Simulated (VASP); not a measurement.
Here is a VASP 6.6.1 calculation.

The input INCAR:

```
ALGO     = Normal         # electronic algorithm
EDIFF    = 1E-7           # SCF threshold, eV
ENCUT    = 520            # plane-wave cutoff, eV
GGA      = PS             # functional
ISIF     = 2              # what is computed and relaxed
ISMEAR   = 0              # smearing method
LASPH    = True           # aspherical terms in the spheres
LCHARG   = False          # write CHGCAR
LORBIT   = 10             # projections on sites
LREAL    = False          # projectors in reciprocal space
LWAVE    = False          # write WAVECAR
NELM     = 80             # most SCF steps
PREC     = Accurate       # precision mode
SIGMA    = 0.02           # smearing width, eV
```

KPOINTS

```
k-points
0
Gamma
  5 5 8
```

File POSCAR:

```
La2O3
1.0
    6.2667802772      0.0000000000      0.0000000000
   -3.1333901386      5.4271909200      0.0000000000
    0.0000000000      0.0000000000      3.2997660000
La O
2 3
Direct
    0.6666666667      0.3333333333      0.5000000000
    0.3333333333      0.6666666667      0.5000000000
    0.5080139900      0.0000000000      0.0000000000
    0.0000000000      0.5080139900      0.0000000000
    0.4919860100      0.4919860100      0.0000000000
```

Potentials or basis: VASP PAW PBE potentials, release 64 (La, O).

The run is started by

```sh
$ cat potpaw_PBE.64/La/POTCAR potpaw_PBE.64/O/POTCAR > POTCAR
$ mpirun -np 1 vasp_std > vasp.out
```

Q: What does it give for the largest force?

A: 0.062 eV/Å.

Q: Predict the pressure.

A: -1.2 GPa.

Forces in eV/Å, atoms in the order of the input:
```
La   0.000  0.000  0.000
La   0.000  0.000  0.000
O   -0.062  0.000  0.000
O    0.031 -0.054  0.000
O    0.031  0.054  0.000
```

Caveat: the PAW data sets were made with another functional, which shifts forces and pressure a little.
